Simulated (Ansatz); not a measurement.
Input for Ansatz (plane-wave DFT, PAW):

```yaml
crystal:
  lattice:
    - [3.1550454407, 0.0, 0.0]
    - [0.0, 3.1550454407, 0.0]
    - [0.0, 0.0, 19.4619080521]
  atoms:
    - { symbol: Ta, position: [0.5, 0.5, 0.3853681756] }
    - { symbol: C, position: [0.0, 0.0, 0.3853681756] }
    - { symbol: Ta, position: [0.0, 0.0, 0.5] }
    - { symbol: C, position: [0.5, 0.5, 0.5] }
    - { symbol: Ta, position: [0.5, 0.5, 0.6146318244] }
    - { symbol: C, position: [0.0, 0.0, 0.6146318244] }
basis:
  ecutwfc: 500
kpoints:
  mp_grid: { grid: [11, 11, 1] }
hamiltonian:
  xc: r2scan
scf:
  occupations: { method: gaussian, width: 0.1 }
output:
  forces: true
  stress: true
  eigenvalues: true
efield:
  axis: 3
  dipole_correction: true
  ramp_width: 0.04
```

Command:
```bash
ansatz run input.yaml --threads 1 --pin off --max-ram 2560MiB --backend cpu --events-out ev --progress --plain --runs-dir out
```

Level of theory: DFT r2SCAN, scalar-relativistic, plane waves, PAW in Ansatz 0.2.0.

Abridged output (iterations and final results):

```
SCF iter   1: F=—  HF=-30589.318785 eV  |F-HF|=—  |Δ(HF+E_count)|=         —  Δρ=6.68e-3  dr2=3.83e-1  dr2_τ=3.81e-1  ethr=1.77e-3  p=0.000 e·Å  D=2.89e-14 V/Å  ΔV_dip= 0.00 eV  dr2_dipole=8.90e-9  V_vac-E_F(+/−)=3.54/3.54 eV  ⟨swp⟩=7.9  Hψ=3594  notcnv=0
efield: sawtooth ramp at fractional position 0.9800 (placed from the atoms, in the widest stretch of the axis that holds none; the zero of the levels goes with the place), width 0.0400; the density the first Hamiltonian is built on has a dipole p = 0.000 e·Å; the dipole correction subtracts the counter field D = 2.89e-14 V/Å, which shifts the + side's vacuum level by  0.00 eV against the − side's; the planar-averaged density in the ramp window peaks in size at 5.1e-5 e/Å³
SCF iter   2: F=—  HF=-30589.400426 eV  |F-HF|=—  |Δ(HF+E_count)|=   8.16e-2  Δρ=2.26e-3  dr2=1.59e-2  dr2_τ=3.48e-3  ethr=7.51e-4  p= 0.000 e·Å  D=-5.51e-6 V/Å  ΔV_dip=0.00 eV  dr2_dipole=1.97e-9  V_vac-E_F(+/−)=3.46/3.46 eV  ⟨swp⟩=2.2  Hψ=1127  notcnv=0  defer=26
SCF iter   3: F=—  HF=-30589.403540 eV  |F-HF|=—  |Δ(HF+E_count)|=   3.11e-3  Δρ=1.22e-3  dr2=7.41e-3  dr2_τ=6.75e-4  ethr=3.13e-5  p= 0.000 e·Å  D=-1.31e-5 V/Å  ΔV_dip=0.00 eV  dr2_dipole=4.35e-13  V_vac-E_F(+/−)=3.47/3.47 eV  ⟨swp⟩=2.5  Hψ=1294  notcnv=0  defer=26
SCF iter   4: F=—  HF=-30589.402807 eV  |F-HF|=—  |Δ(HF+E_count)|=   7.32e-4  Δρ=3.20e-4  dr2=5.69e-4  dr2_τ=1.59e-5  ethr=1.45e-5  p= 0.000 e·Å  D=-7.56e-6 V/Å  ΔV_dip=0.00 eV  dr2_dipole=3.46e-10  V_vac-E_F(+/−)=3.45/3.45 eV  ⟨swp⟩=2.2  Hψ=1124  notcnv=0  defer=26
SCF iter   5: F=—  HF=-30589.402802 eV  |F-HF|=—  |Δ(HF+E_count)|=   5.12e-6  Δρ=1.06e-4  dr2=4.94e-5  dr2_τ=1.07e-6  ethr=1.12e-6  p= 0.000 e·Å  D=-2.72e-6 V/Å  ΔV_dip=0.00 eV  dr2_dipole=2.54e-13  V_vac-E_F(+/−)=3.45/3.45 eV  ⟨swp⟩=2.4  Hψ=958  notcnv=0  defer=26
SCF iter   6: F=—  HF=-30589.402946 eV  |F-HF|=—  |Δ(HF+E_count)|=   1.44e-4  Δρ=4.11e-5  dr2=4.55e-6  dr2_τ=9.68e-7  ethr=9.68e-8  p= 0.000 e·Å  D=-4.36e-7 V/Å  ΔV_dip=0.00 eV  dr2_dipole=8.51e-15  V_vac-E_F(+/−)=3.45/3.45 eV  ⟨swp⟩=2.1  Hψ=1023  notcnv=0  defer=26
SCF iter   7: F=—  HF=-30589.402947 eV  |F-HF|=—  |Δ(HF+E_count)|=   7.05e-7  Δρ=9.07e-6  dr2=1.92e-7  dr2_τ=2.30e-8  ethr=8.92e-9  p= 0.000 e·Å  D=-2.95e-7 V/Å  ΔV_dip=0.00 eV  dr2_dipole=7.77e-14  V_vac-E_F(+/−)=3.45/3.45 eV  ⟨swp⟩=2.9  Hψ=1219  notcnv=0  defer=26
SCF iter   8: F=-30589.402947 eV  HF=-30589.402947 eV  |F-HF|=2.86e-8  |Δ(HF+E_count)|=   1.41e-7  Δρ=2.18e-6  dr2=3.56e-8  dr2_τ=3.48e-9  ethr=1.96e-10  p= 0.000 e·Å  D=-8.96e-8 V/Å  ΔV_dip=0.00 eV  dr2_dipole=7.83e-14  V_vac-E_F(+/−)=3.45/3.45 eV  ⟨swp⟩=12.9  Hψ=3621  notcnv=0
SCF 1 converged in 8 iterations: F = -30589.402947 eV  dr2 = 3.56e-8
SCF converged after 8 iterations
Free energy (F): -30589.402947 eV
Harris-Foulkes:  -30589.402947 eV  (|F-HF|=2.86e-8)
Internal energy: -30589.387474 eV  (E = F + TS)
E sigma→0 (E₀):  -30589.395210 eV
Entropy (-TS):   -0.015473 eV (-2.579 meV/atom)
Fermi energy:    4.732446 eV
Dipole field:    D =  0.000000 V/Å  (p = -0.000001 e·Å, saw-weighted, corrected)
Work function:   Φ+ = 3.4453 eV   Φ− = 3.4453 eV
Levels:          The Fermi level and band energies are counted from a zero that moves with the ramp; work functions are not
--- Per-component energies (eV) ---
  E_band       = -1016.953313
  E_kinetic    = 1359.091601
  E_local      = -35827.611811  (includes V_loc(G=0)·N_el)
  E_nonlocal   = 121.021700
  E_hartree    = 17263.048178
  E_xc         = -753.748963
  E_vxc        = -858.906269  (∫ρ·V_xc dr)
  E_paw        = -25569.941289  (= ΣΔE_a)
  E_vpaw       = -379.901210  (= ΣTr[D̂ρ^β])
  E_aug_tail   = 0.000257  (compensation charges beyond the density's cutoff)
  E_vtau       = 43.291163  (kinetic-family band-sum trace: ∫τ·v_τ [+ j·A + Jᵃ·Aᵃ] dr)
  E_efield     = 0.000000  (sawtooth field / dipole correction)
  E_vefield    = 0.000000  (∫n·V_field dr)
  E_ewald      = 12821.096013
  E_core_change = -2.343162  (= ΣΔE_core)
  E_smearing   = -0.015473  (= −TS)
--- Forces (eV/Å), atoms counted from 1 ---
  atom   1  Ta     0.00000000     0.00000000     2.59808723
  atom   2  C      0.00000000     0.00000000    -1.23791628
  atom   3  Ta     0.00000000     0.00000000     0.00000027
  atom   4  C      0.00000000     0.00000000    -0.00000010
  atom   5  Ta     0.00000000     0.00000000    -2.59808659
  atom   6  C      0.00000000     0.00000000     1.23791685
--- Stress (GPa, compression-positive) ---
       -5.355279       0.000000       0.000000
        0.000000      -5.355279       0.000000
        0.000000       0.000000      -5.019140
  P = ⅓ Tr σ = -5.2432 GPa (-52.432 kbar)
--- Band table (eV; the first three rows and the last of 21) ---
  k-point 0: bands = ["-66.3381", "-66.3361", "-66.0743", "-32.4746", "-32.3742", "-32.0171", "-32.0171", "-31.9600", "-31.9600", "-31.8922", "-31.8209", "-31.8209", "-10.4233", "-8.8280", "-8.6808", "-1.0110", "-0.0809", "0.4599", "1.5488", "1.6740", "2.1968", "2.1968", "2.5716", "2.5716", "2.7969", "4.0036", "4.0036", "4.1166", "5.1353", "5.1353", "5.5570", "6.3401"]
  k-point 1: bands = ["-66.3367", "-66.3349", "-66.0731", "-32.4664", "-32.3799", "-32.0418", "-32.0161", "-32.0099", "-31.9560", "-31.8692", "-31.8507", "-31.8200", "-10.2715", "-8.6814", "-8.5507", "-1.0780", "-0.2679", "0.2543", "1.1151", "1.4972", "1.7234", "2.0022", "2.1813", "2.8267", "3.0590", "3.0596", "3.9597", "4.4972", "4.8036", "5.0300", "6.2623", "6.9291"]
  k-point 2: bands = ["-66.3329", "-66.3315", "-66.0700", "-32.4443", "-32.4001", "-32.1218", "-32.1068", "-31.9899", "-31.9453", "-31.9252", "-31.8517", "-31.8183", "-9.8357", "-8.2611", "-8.1848", "-1.3204", "-1.0572", "0.1252", "0.2834", "0.7900", "0.9785", "1.2323", "1.3108", "1.8178", "3.4776", "3.8899", "4.3504", "4.7667", "4.9550", "5.0716", "6.5479", "7.0136"]
  k-point 20: bands = ["-66.3049", "-66.3049", "-66.0438", "-32.3808", "-32.3727", "-32.3016", "-32.3008", "-32.2735", "-32.2673", "-32.0907", "-32.0894", "-31.9245", "-8.7114", "-8.1005", "-7.5245", "-0.7732", "-0.6828", "-0.5695", "-0.2940", "0.3299", "1.1826", "1.6735", "1.8950", "2.2276", "2.5403", "3.6236", "5.0857", "5.0992", "6.3455", "7.7362", "7.7811", "8.5072"]
```

The run converged.

Time: 20 s on 1 thread of Intel(R) Xeon(R) Processor @ 2.70GHz, on a shared host, peak memory 0.74 GiB.

Spin–orbit coupling is left out, which can shift energies with elements as heavy as these.